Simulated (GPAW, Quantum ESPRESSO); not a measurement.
Consider BN (P6_3/mmc).

```cif
data_structure
_symmetry_space_group_name_H-M 'P 1'
_symmetry_Int_Tables_number 1
_cell_length_a 2.4982
_cell_length_b 2.4982
_cell_length_c 6.6357
_cell_angle_alpha 90.000
_cell_angle_beta 90.000
_cell_angle_gamma 120.000
_cell_volume 35.87
loop_
_atom_site_label
_atom_site_type_symbol
_atom_site_fract_x
_atom_site_fract_y
_atom_site_fract_z
_atom_site_occupancy
N1 N 0.66667 0.33333 0.25000 1
N2 N 0.33333 0.66667 0.75000 1
B3 B 0.66667 0.33333 0.75000 1
B4 B 0.33333 0.66667 0.25000 1
```

Absorber: atom 3, with 3 N at 1.44 Å (trigonal planar, site symmetry -6m2). Method: Quantum ESPRESSO XSpectra, PBE, full core hole (charged cell), 28-atom cell with 6.6 Å between holes, 4×4×4 k points, dipole transitions, Lorentzian half width 0.3 eV up to 4 eV, rising linearly to 2.5 eV at 25 eV (counted from xe0, 0.8 eV below the zero used here).

The database entry behind the starting cell differs from later determinations by our own check (about 0.3 % short, minor phase), so it need not match the best structure at ambient conditions.

Question: Predict the near-edge structure at the B K edge.

Main maxima up to 24 eV above the zero (height): 0.1 eV (3.31), 6.9 eV (2.78), 12.3 eV (1.03) and 22.7 eV (0.80). A K edge sees empty p states; at this planar three-fold site the curve for the electric vector normal to the plane peaks at 0.1 eV, where it is mainly π* that absorbs: that direction carries over 70 % of the weight there. The total-energy difference plus the lowest empty eigenvalue puts the zero at 195.34 eV. One term is added: -5.59 eV, since the hole is spin-paired here and a spin-polarised one costs that much less in the free atom (computed apart). The photon energy is then 189.75 eV. The functional and the charged cell's background leave an error of a few eV in such absolute values.

The B K spectrum (energy from the lowest empty level; intensity scaled to a mean of 1 over the first 20 eV; the points at xe0, where the cut of filled states can leave a spike, are interpolated; polarised curves are means over the symmetry-equivalent atoms):

```csv
E (eV),isotropic,ε ⊥ c,ε ∥ c
-2.0,0.10,0.02,0.25
-1.5,0.15,0.02,0.42
-1.0,0.30,0.02,0.86
-0.5,0.78,0.03,2.30
0.0,3.04,0.03,9.06
0.5,2.47,0.03,7.34
1.0,0.90,0.04,2.63
1.5,0.33,0.04,0.91
2.0,0.20,0.05,0.51
2.5,0.20,0.07,0.48
3.0,0.21,0.08,0.46
3.5,0.25,0.12,0.49
4.0,0.36,0.19,0.69
4.5,0.38,0.32,0.49
5.0,0.53,0.56,0.45
5.5,0.88,1.05,0.55
6.0,1.52,2.03,0.51
6.5,2.42,3.40,0.45
7.0,2.75,3.87,0.50
7.5,2.15,2.91,0.61
8.0,1.65,2.12,0.71
8.5,1.34,1.66,0.72
9.0,1.15,1.37,0.71
9.5,1.05,1.22,0.71
10.0,1.00,1.15,0.70
10.5,0.96,1.10,0.67
11.0,0.95,1.10,0.66
11.5,0.98,1.15,0.66
12.0,1.02,1.20,0.66
12.5,1.03,1.21,0.65
13.0,0.99,1.16,0.63
13.5,0.94,1.10,0.61
14.0,0.90,1.07,0.58
14.5,0.88,1.05,0.54
15.0,0.86,1.03,0.51
15.5,0.83,1.00,0.49
16.0,0.81,0.97,0.48
16.5,0.78,0.94,0.47
17.0,0.76,0.90,0.46
17.5,0.73,0.86,0.45
18.0,0.70,0.82,0.45
18.5,0.67,0.77,0.46
19.0,0.65,0.74,0.46
19.5,0.64,0.73,0.47
20.0,0.65,0.75,0.47
20.5,0.68,0.79,0.47
21.0,0.71,0.84,0.46
21.5,0.75,0.89,0.46
22.0,0.78,0.94,0.47
22.5,0.80,0.96,0.48
23.0,0.80,0.95,0.49
23.5,0.77,0.91,0.50
24.0,0.74,0.85,0.51
24.5,0.69,0.78,0.52
25.0,0.65,0.71,0.53
25.5,0.60,0.64,0.53
26.0,0.56,0.58,0.54
26.5,0.53,0.52,0.54
27.0,0.50,0.47,0.55
27.5,0.48,0.43,0.57
28.0,0.46,0.39,0.58
28.5,0.44,0.36,0.60
29.0,0.43,0.33,0.62
29.5,0.42,0.31,0.64
30.0,0.41,0.29,0.66
30.5,0.41,0.28,0.67
31.0,0.41,0.27,0.68
31.5,0.40,0.27,0.68
32.0,0.40,0.26,0.66
```

The structure is a published determination, not relaxed.

[Banner, clock and machine lines of the logs are left out without a mark of their own.]

[Logs are printed without paths, hosts, clocks, repeated set-up lines and the standing remarks that a program may print on its own settings, such as how far it seeks lower states.]

[Hosts, paths, dates, database ids (printed as entryN), source tags and the programs' standing remarks are cut or masked in the printed files.]

[Lists of maxima count a maximum above −3 eV only where it reaches 4 % of the highest in the window and stands out from its surroundings by 2 % of it (1.5 % where it reaches 55 %); shoulders and weaker maxima are passed over, and of the rest the first, up to two pre-edge ones and the few strongest are named.]
